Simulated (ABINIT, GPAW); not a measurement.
Given: the input of a run of GPAW 26.7.0 (ASE script) on TiAl3. The cell comes from a database or a generator and needn't be the stable form of this composition.

Contents of run.py:

```python
from ase import Atoms
from ase.dft.bandgap import bandgap
from ase.io import write
from ase.units import Bohr, GPa
from gpaw import GPAW, PW, setup_paths
from gpaw.elf import elf_from_dft_calculation

setup_paths.insert(0, '.')

atoms = Atoms(['Ti', 'Al', 'Al', 'Al'],
              cell=[[2.839677, 0.0, 0.0],
                    [0.0, 4.681264, 0.0],
                    [0.0, 0.0, 4.900742]],
              scaled_positions=[[0.0, 0.5, 0.165916],
                                [0.0, 0.0, 0.8359],
                                [0.5, 0.0, 0.330912],
                                [0.5, 0.5, 0.667271]],
              pbc=True)

calc = GPAW(mode=PW(600),
            xc='PBEsol',
            kpts={'size': (9, 6, 6), 'gamma': True},
            occupations={'name': 'fermi-dirac', 'width': 0.05},
            nbands=23,
            convergence={'density': 1e-05, 'energy': 1e-05},
            maxiter=150,
            txt='gpaw.txt')
atoms.calc = calc
energy = atoms.get_potential_energy()
forces = atoms.get_forces()
stress = atoms.get_stress()
calc.write('gs.gpw')
write('result.traj', atoms)
print(f'Energy: {energy:.6f} eV')
print('Forces (eV/A):')
print(forces.round(4))
print('Stress (GPa):', (stress / GPa).round(3))
print('Fermi level:', round(calc.get_fermi_level(), 4), 'eV')
print(f'Gap: {bandgap(calc)[0]:.4f} eV, direct: {bandgap(calc, direct=True)[0]:.4f} eV')

# fields on the real-space grid
write('density.cube', atoms, data=calc.get_pseudo_density() * Bohr**3)
write('potential.cube', atoms, data=calc.get_electrostatic_potential())
write('elf.cube', atoms, data=elf_from_dft_calculation(calc).data)
```

Potentials or basis: PAW data sets generated in the run's folder for this functional, pw.

Command:

```bash
$ gpaw-setup -f PBEsol Al Ti
$ OMP_NUM_THREADS=1 python run.py
```

Set up the same calculation for ABINIT 10.8.3 (patched build). Potentials or basis there: PseudoDojo NC SR PBEsol v0.4.1 standard, cutoff 1143 eV.

As run (cutoffs and basis follow the program's own potentials, and thresholds, step limits or extra output files can differ):

Contents of run.abi:

```
# Pseudopotentials
pp_dirpath "./"
pseudos "Ti.upf, Al.upf"

# Structure
acell 2.839677 4.681264 4.900742 Angstrom
rprim
     1.0000000000     0.0000000000     0.0000000000
     0.0000000000     1.0000000000     0.0000000000
     0.0000000000     0.0000000000     1.0000000000
ntypat 2
znucl 22 13
natom 4
typat 1 2 2 2
xred
     0.0000000000     0.5000000000     0.1659160000
     0.0000000000     0.0000000000     0.8359000000
     0.5000000000     0.0000000000     0.3309120000
     0.5000000000     0.5000000000     0.6672710000
chkprim 0
chksymtnons 0
tolsym 1.0e-6

# Plane-wave basis
ecut 42.0

# k points
kptopt 1
ngkpt 9 6 6
nshiftk 1
shiftk 0.0 0.0 0.0

# Exchange and correlation
ixc -116133

# Bands and occupations
nband 15
occopt 3
tsmear 0.05 eV

# SCF cycle
nstep 100
tolvrs 1.0e-10

# Output
iomode 3
prtwf 0
prtden 0
prteig 0
prtebands 0
enunit 1
```

Potentials or basis: PseudoDojo NC SR PBEsol v0.4.1 standard.

The run is started by

```sh
$ mpirun --bind-to none -np 4 abinit run.abi > log 2>&1
```

Both were run:

|  | GPAW | ABINIT |
| --- | --- | --- |
| Pressure | -2.4 GPa | -2.5 GPa |

Pressure is positive in compression.
